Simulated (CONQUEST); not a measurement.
# ZnS (Wurtzite-2H) under changes of volume

One of the cells (19.603 Å³/atom); the others are scaled copies at fixed shape and fractional positions:

```
CELL_PARAMETERS angstrom
3.81100 0.00000 0.00000
0.00000 6.23400 0.00000
0.00000 0.00000 6.60085
ATOMIC_POSITIONS crystal
Zn 0.00000 0.50000 0.33333
Zn 0.50000 0.50000 0.83333
Zn 0.00000 0.00000 0.66667
Zn 0.50000 0.00000 0.16667
S 0.00000 0.88500 0.33333
S 0.50000 0.88500 0.83333
S 0.00000 0.38500 0.66667
S 0.50000 0.38500 0.16667
```

| Item | Value |
| --- | --- |
| Program | CONQUEST 1.3 |
| Functional | LDA |
| Potentials or basis | PseudoDojo NC LDA, DZP, grid of 36 × 60 × 64 points |
| k mesh | 7 × 5 × 4 |
| Occupations | fermi-dirac, width 0.05 eV |
| Spin | no spin polarisation |

| volume (Å³/atom) | energy over the lowest point (meV/atom) | pressure (GPa) | gap on the mesh (eV) |
| --- | --- | --- | --- |
| 18.427 | ? | ? | ? |
| 18.819 | 2.15 | 1.7 | 2.48 |
| 19.211 | 0.00 | 0.1 | 2.36 |
| 19.603 | 1.88 | -1.5 | 2.24 |
| 19.995 | 7.25 | -2.9 | 2.13 |
| 20.387 | 15.83 | -4.2 | 2.02 |
| 20.779 | 27.35 | -5.2 | 1.92 |

Task: What does the run at 18.427 Å³/atom give?

Result: Energy over the lowest point 8.46 meV/atom; pressure 3.6 GPa; gap on the mesh 2.61 eV.

Worked out: A Birch-Murnaghan fit of order 3 (a polynomial in V^(-2/3)) to the other rows has its minimum at 19.22 Å³/atom with B0 = V·E''(V) = 79 GPa and B' = 4.1 at fixed shape and positions, which overstates the stiffness. It gives 8.64 meV/atom at 18.427 Å³/atom, against the run's 8.46, and -dE/dV = 3.6 GPa, against 3.6. A straight line through the other rows of the gap, of slope -5.67 eV per unit of ln V, extrapolates to 2.60 eV, against the run's 2.61.

Energies are extrapolated to zero smearing.

Caveats: an odd mesh through Γ misses points on the zone boundary, where band edges often lie; the basis of atomic orbitals isn't converged, which shifts pressures, moduli and gaps; the real-space grid is too coarse here: the forces don't sum to zero and aren't listed, and the energy moves when atoms move against the grid (some runs).
